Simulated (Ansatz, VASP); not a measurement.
**Li in VASP and in Ansatz**

Contents of INCAR:

```
SYSTEM = Li
ALGO = Normal
EDIFF = 1E-6
EDIFFG = -0.01
ENCUT = 600
IBRION = 2
ISIF = 4
ISMEAR = 0
LASPH = .True.
LCHARG = .False.
LMIXTAU = .True.
LREAL = .False.
LWAVE = .False.
METAGGA = R2SCAN
NELM = 100
NSW = 60
PREC = Accurate
SIGMA = 0.05
```

The input KPOINTS:

```
k-points
0
Gamma
  16 16 8
  0 0 0
```

POSCAR

```
Li
1.0
    3.0898603804      0.0000000000      0.0000000000
   -1.5449301902      2.6758975836      0.0000000000
    0.0000000000      0.0000000000      5.0737069449
Li
2
Direct
    0.3333333333      0.6666666667      0.7500000000
    0.6666666667      0.3333333333      0.2500000000
```

Input for Ansatz:

```yaml
crystal:
  lattice:
    - [3.0898603804, 0.0, 0.0]
    - [-1.5449301902, 2.6758975836, 0.0]
    - [0.0, 0.0, 5.0737069449]
  atoms:
    - { symbol: Li, position: [0.3333333333, 0.6666666667, 0.75] }
    - { symbol: Li, position: [0.6666666667, 0.3333333333, 0.25] }
basis:
  ecutwfc: 600
  ecutrho_ratio: 5
kpoints:
  mp_grid: { grid: [16, 16, 8] }
hamiltonian:
  xc: r2scan
scf:
  occupations: { method: gaussian, width: 0.05 }
output:
  forces: true
  stress: true
  eigenvalues: true
relax:
  f_tol: 0.01
  max_steps: 40
  cell: { stress_tol: 0.1, fix: [volume] }
```

Alike in both runs: task relaxation of shape and atoms at fixed volume; functional r2SCAN; k mesh 16 × 16 × 8; occupations gaussian, width 0.05 eV; no spin polarisation.

|  | VASP | Ansatz |
| --- | --- | --- |
| version | VASP 6.6.1 | Ansatz 0.2.0 |
| potentials or method | VASP PAW PBE potentials, release 64 (Li_sv) | scalar-relativistic, plane waves, PAW |
| plane-wave cutoff (eV) | 600 | 600 |
| valence electrons in the cell | 6 | 6 |

|  | VASP | Ansatz | Ansatz less VASP |
| --- | --- | --- | --- |
| gap on the k mesh at the Fermi level, each at its own relaxed structure (eV) | none | none | - |
| relaxed volume (Å³/atom) | 20.98 | 20.98 | 0.000 |
| relaxed cell length with the largest relative difference (Å) | 3.090 | 3.090 | 0.0000 |

A gap of «none» marks a metal or a gap that the smearing closes.

Caveats: the cutoff is under 1.25 times the usual one of these potentials, so pressure, stress and relaxed cells hold a basis-set (Pulay) error (VASP); the relaxation stopped at its first step, so nothing moved; the PAW data sets were made with another functional, which shifts forces and pressure a little (VASP).
